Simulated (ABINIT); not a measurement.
The system is Sn.

```
Sn
1.0
    -1.89465    1.89465    1.89465
     1.89465   -1.89465    1.89465
     1.89465    1.89465   -1.89465
Sn
1
Direct
  0.00000 0.00000 0.00000
```

This isn't the form of Sn at room conditions, which is tetragonal (white tin).

```yaml
Program: ABINIT 10.8.3 (patched build)
Task: single point
Functional: PBE
Potentials_or_basis: JTH PAW PBE v2.0
Cutoff: 599 eV
k_mesh: 10 × 10 × 10
Occupations: fermi-dirac, width 0.05 eV
Spin: no spin polarisation
```

On this cell: pressure 0.6 GPa; band gap on the k mesh none (metal or under the smearing width).

The same run follows on a disturbed copy (cell strained at random at fixed volume):

```
Sn
1.0
    -1.87793    1.89840    1.91025
     1.89462   -1.86981    1.89834
     1.88740    1.87928   -1.88166
Sn
1
Direct
  0.00960 0.00631 0.99674
```

Task: What changes?

Result: The energy (extrapolated to zero smearing) moves by -0.3 meV/atom; pressure 0.7 GPa; band gap on the k mesh none (metal or under the smearing width).

Stress tensor (GPa, compression positive):
```
0.56 0.15 0.15
0.15 0.51 0.15
0.15 0.15 1.07
```
